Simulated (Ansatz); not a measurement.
The system is NbAs.

```
Nb As
1.0
    -1.72585    1.72585    5.84000
     1.72585   -1.72585    5.84000
     1.72585    1.72585   -5.84000
Nb As
2 2
Cartesian
  0.0000 1.7259 0.0000
  0.0000 0.0000 8.7600
  0.0000 1.7259 4.8589
  0.0000 0.0000 1.9389
```

Program: Ansatz 0.2.0. Alike in all runs: potentials or basis Ansatz PAW; cell as given; cutoff (eV) 420; smearing fermi-dirac 0.05 eV.

**Question.** Order these runs on this cell by their pressure, lowest first.
A. level LDA+U; spin off; U Nb d U = 5 eV; k mesh 11 × 11 × 11; hubbard projectors ortho-atomic (the default); double counting fll (the default)
B. level LDA+U; spin off; U Nb d U = 6 eV; k mesh 11 × 11 × 11; hubbard projectors ortho-atomic (the default); double counting fll (the default)
C. level PBEsol+U; spin off; U Nb d U = 6 eV; k mesh 11 × 11 × 11; hubbard projectors ortho-atomic (the default); double counting fll (the default)
D. level revPBE; spin off; k mesh 11 × 11 × 11; points for each segment of the path 14
E. level LDA; spin SOC, no magnetisation; k mesh 8 × 8 × 8; points for each segment of the path 14

**Answer.** E (-5.5 GPa), A (-3.5 GPa), B (-1.1 GPa), C (2.3 GPa), D (5.2 GPa).

Caveats: the PAW data sets come from PBE, with cores solved anew for the run's functional, which leaves a small shift of forces and pressure; U without spin polarisation on a metal has little footing (some runs); the U is typed as a test and isn't derived for this compound (some runs); the potentials were made for another functional, which shifts forces and pressure (some runs).

Not every run made on this cell is shown here.
